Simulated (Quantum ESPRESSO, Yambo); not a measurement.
**A GW run on SiC (P6_3mc) in Yambo, with inputs changed**

A base run on SiC (P6_3mc), then changed inputs.

Program: Yambo 5.3.0. Level of theory: PBE and many-body steps on it, plane waves. Results are calculated unless marked as measured.

Most raw output is cut from this account.

### 1. Set-up

Symmetry: P6_3mc, No. 186, hexagonal system. Conventional cell: a = 3.076 Å, b = 3.076 Å, c = 10.071 Å, α = 90.00°, β = 90.00°, γ = 120.00°. Nearest to Si lie 4 C at 1.88 to 1.89 Å. C has 4 Si at 1.88 to 1.89 Å nearest. Nearest to C lie 4 Si at 1.88 to 1.89 Å. Farther neighbours are not listed.

Coordinates:

```cif
data_structure
_symmetry_space_group_name_H-M 'P 1'
_symmetry_Int_Tables_number 1
_cell_length_a 3.0757
_cell_length_b 3.0757
_cell_length_c 10.0706
_cell_angle_alpha 90.000
_cell_angle_beta 90.000
_cell_angle_gamma 120.000
_cell_volume 82.50
loop_
_atom_site_label
_atom_site_type_symbol
_atom_site_fract_x
_atom_site_fract_y
_atom_site_fract_z
_atom_site_occupancy
Si1 Si 0.66667 0.33333 0.93784 1
Si2 Si 0.33333 0.66667 0.43784 1
Si3 Si 0.00000 0.00000 0.68789 1
Si4 Si 0.00000 0.00000 0.18789 1
C5 C 0.66667 0.33333 0.74980 1
C6 C 0.33333 0.66667 0.24980 1
C7 C 0.00000 0.00000 0.50046 1
C8 C 0.00000 0.00000 0.00046 1
```

The cell and positions are those that the Materials Project relaxed with its own functionals (PBE, PBE+U or r2SCAN), kept fixed.

### 2. Base

This step: Yambo 5.3.0; G0W0 on PBE, plane waves, norm-conserving pseudopotentials.

G0W0 replaces the xc potential by the self-energy, built once from these orbitals. Only a window of levels is corrected, while the sums run over the empty bands that the input names.

gw2.in reads:

```
HF_and_locXC
gw0
dyson
ppa
em1d
rim_cut
RandQpts= 1000000
RandGvec= 1 RL
EXXRLvcs= 74 Ry
VXCRLvcs= 296 Ry
Chimod= "HARTREE"
% BndsRnXp
 1 | 413 |
%
NGsBlkXp= 17 Ry
% LongDrXp
 1 | 1 | 1 |
%
% GbndRnge
 1 | 413 |
%
DysSolver= "n"
ExtendOut
PPAPntXp= 27.21138 eV
% QPkrange
 1 | 1 | 15 | 18 |
 3 | 3 | 15 | 18 |
%
```

Run with:

```console
$ OMP_NUM_THREADS=1 mpirun -n 4 yambo -F gw2.in -J gw2 -C gw2 > gw2.log
```

The job ended after 6.9 min (4 MPI ranks of Arm Neoverse V2, shared host; peak memory 2.6 GiB; 28 min of CPU time).

Numbers from this step:

| Quantity | Value |
| --- | --- |
| G0W0 gap on the points computed | 3.875 eV |
| starting gap on the mesh | 3.011 eV |
| k of the valence top | 0, 0, 0 |
| k of the conduction bottom | 0, 0.3333, 0 |
| least direct G0W0 gap on the computed points | 4.818 eV |
| Z at the valence top | 0.7904 |
| Z at the conduction bottom | 0.8141 |

The gap on the mesh goes from 3.01 eV to 3.87 eV, a correction of +0.86 eV.

### 3. Field direction

gw6.in, as its differences from gw2.in of step 2:

```diff
@@ -16,3 +16,3 @@
 % LongDrXp
- 1 | 1 | 1 |
+ 0 | 0 | 1 |
 %
```

Run with:

```console
$ OMP_NUM_THREADS=1 mpirun -n 4 yambo -F gw6.in -J gw6 -C gw6 > gw6.log
```

Elapsed: 6.5 min, on 4 MPI ranks; peak memory 2.6 GiB.

Numbers from this step:

```
G0W0 gap on the points computed              : 3.954 eV
starting gap on the mesh                     : 3.011 eV
k of the valence top                         : 0, 0, 0
k of the conduction bottom                   : 0, 0.3333, 0
least direct G0W0 gap on the computed points : 4.897 eV
Z at the valence top                         : 0.7899
Z at the conduction bottom                   : 0.8136
```

Against G0W0 in Yambo (3×3×2 mesh, 413 bands, screening to 231.3 eV, Godby-Needs plasmon pole), the gap moves by +0.079 eV.

### 4. Scissors in G

gw7.in, as its differences from gw6.in of step 3:

```diff
@@ -16,3 +16,3 @@
 % LongDrXp
- 0 | 0 | 1 |
+ 1 | 1 | 1 |
 %
@@ -28 +28,4 @@
 %
+% GfnQP_E
+ 1.0 | 1.0 | 1.0 |
+%
```

Run with:

```console
$ OMP_NUM_THREADS=1 mpirun -n 4 yambo -F gw7.in -J gw7,gw2_W -C gw7 > gw7.log
```

Wall time 3 min (4 MPI ranks); peak memory 2.5 GiB.

Numbers from this step:

```
G0W0 gap on the points computed              : 3.982 eV
starting gap on the mesh                     : 3.011 eV
k of the valence top                         : 0, 0, 0
k of the conduction bottom                   : 0, 0.3333, 0
least direct G0W0 gap on the computed points : 4.927 eV
Z at the valence top                         : 0.7921
Z at the conduction bottom                   : 0.8232
```

The program's own table gives 4.159 eV, which is too large where the input levels are shifted: this version takes Σc at the unshifted level E₀, yet steps from the shifted one. The value above is the Newton step from E₀, E₀ + Z(Σc + Σx − Vxc), rebuilt from the printed columns.

### 5. More bands than the database holds

gw8.in, as its differences from gw7.in of step 4:

```diff
@@ -12,3 +12,3 @@
 % BndsRnXp
- 1 | 413 |
+ 1 | 2967 |
 %
@@ -19,3 +19,3 @@
 % GbndRnge
- 1 | 413 |
+ 1 | 2967 |
 %
@@ -28,4 +28 @@
 %
-% GfnQP_E
- 1.0 | 1.0 | 1.0 |
-%
```

Run with:

```console
$ OMP_NUM_THREADS=1 mpirun -n 4 yambo -F gw8.in -J gw8 -C gw8 > gw8.log
```

Run time: 7.1 s. Hardware: 4 MPI ranks; peak memory 1.8 GiB.

The run stopped with an error after 7.1 s.

The fault put into this input: more bands than the database holds.

### 6. Side by side

Times are wall times on 4 MPI ranks of Arm Neoverse V2, shared host, good to a factor of about two.

```
            run   mesh  bands  screening cutoff (eV)  DFT gap (eV)  gap on the mesh (eV)  direct (eV)     time
           base  3×3×2    413                  231.3         3.011                 3.875        4.818  6.9 min
field direction  3×3×2    413                  231.3         3.011                 3.954        4.897  6.5 min
  scissors in G  3×3×2    413                  231.3         3.011                 3.982        4.927    3 min
```

### 7. Outcome

| Item | Value |
| --- | --- |
| base | 3.875 eV |
| field direction | 3.954 eV |
| scissors in G | 3.982 eV |
| known limits | not at the basis limit; coarse k mesh |

**Reading.** Field direction: +0.079 eV against base (keys changed: LongDrXp). Scissors in G: +0.108 eV against base (keys changed: GfnQP_E). Bands and cutoff are finite, so the gap is not at the basis limit. The miss can reach some tenths of an eV and take either sign; the mesh is an error of its own. In the G0W0 runs levels were corrected at 2 k points alone, so a gap called «on the mesh» is the least over those, and an edge elsewhere would be missed. A denser mesh or path gives a starting gap of 2.23 eV: the GW mesh misses a band edge, so its gaps are not the fundamental one. The 3×3×2 mesh is coarse for this cell, which bears on the long-range parts of exchange and screening.

[Paths, hosts, dates, memory and timing lines, banners, echoed tables and standing remarks are left out of the program output.]

[Logs are printed without paths, hosts, clocks, repeated set-up lines and the standing remarks that a program may print on its own settings, such as how far it seeks lower states.]

[Runs of the session that timed out or met a known fault of the program may be left out.]

[Hosts, paths, dates, database ids (printed as entryN), source tags and the programs' standing remarks are cut or masked in the printed files.]
